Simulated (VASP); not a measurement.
Wanted: the native input for a VASP 6.6.1 run.

```
Task                   : relaxation of cell and atoms
Functional             : PBEsol
Dispersion             : rVV10
Potentials or basis    : VASP PAW PBE potentials, release 64 (Ni, O)
Cutoff                 : 600 eV
k mesh                 : 11 × 11 × 11
Occupations            : fermi-dirac, width 0.05 eV
Spin                   : collinear spin, ferromagnetic start
Starting moments       : [1.0, 0.0] μB
Further INCAR settings : ALGO = Normal; EDIFF = 1e-06; IBRION = 2; EDIFFG = -0.01; NSW = 40; ISIF = 3
```

The structure of NiO lies in POSCAR:

```
NiO
1.0
    0.0000000000      2.0859016414      2.0859016414
    2.0859016414      0.0000000000      2.0859016414
    2.0859016414      2.0859016414      0.0000000000
Ni O
1 1
Direct
    0.0000000000      0.0000000000      0.0000000000
    0.5000000000      0.5000000000      0.5000000000
```

These files were run (other wordings do the same):

INCAR

```
  PREC = Accurate
  ENCUT = 600
  EDIFF = 1E-6
  ISMEAR = -1
  SIGMA = 0.05
  LREAL = F
  LASPH = T
  NELM = 120
  ALGO = Normal
  ISIF = 3
  LWAVE = F
  LCHARG = F
  ISPIN = 2
  MAGMOM = 1 0
  LORBIT = 11
  LMAXMIX = 4
  GGA = PS
  LUSE_VDW = T
  IVDW_NL = 2
  BPARAM = 20.0
  CPARAM = 0.0093
  IBRION = 2
  NSW = 40
  EDIFFG = -0.01
```

KPOINTS

```
Automatic mesh
0
Gamma
  11 11 11
```

Potentials or basis: VASP PAW PBE potentials, release 64 (Ni, O).

The run is started by

```bash
$ cat potpaw_PBE.64/Ni/POTCAR potpaw_PBE.64/O/POTCAR > POTCAR
$ mpirun -np 1 vasp_std > vasp.out
```

Results of the run:

```json
{"Relaxed volume": "8.67 Å³/atom", "Relaxed cell": "a = 2.905 Å, b = 2.905 Å, c = 2.905 Å, α = 60.00°, β = 60.00°, γ = 60.00°", "Space group after relaxing (to 0.05 Å)": "Fm-3m (No. 225)", "Energy gained by relaxing": "11.5 meV/atom", "Ionic steps": "3", "Pressure after relaxing": "0.1 GPa", "Band gap on the k mesh": "none (metal or under the smearing width)", "Net moment": "1.22 μB per cell", "Site moments": "Ni +1.02; O +0.17 μB", "Valence electrons inside the program's atomic spheres": "Ni 9.13; O 4.95"}
```

Caveat: the PAW data sets were made with another functional, which shifts forces and pressure a little; a cell with one magnetic atom can't hold antiferromagnetic order, which such compounds often take; semilocal functionals often make such compounds metallic where correlation or magnetic order opens a gap, which also shifts bond lengths.

Wall time 2.3 min on 1 thread of Intel(R) Xeon(R) Platinum 8375C CPU @ 2.90GHz (Ice Lake), with other jobs on the host, peak memory 0.24 GiB.
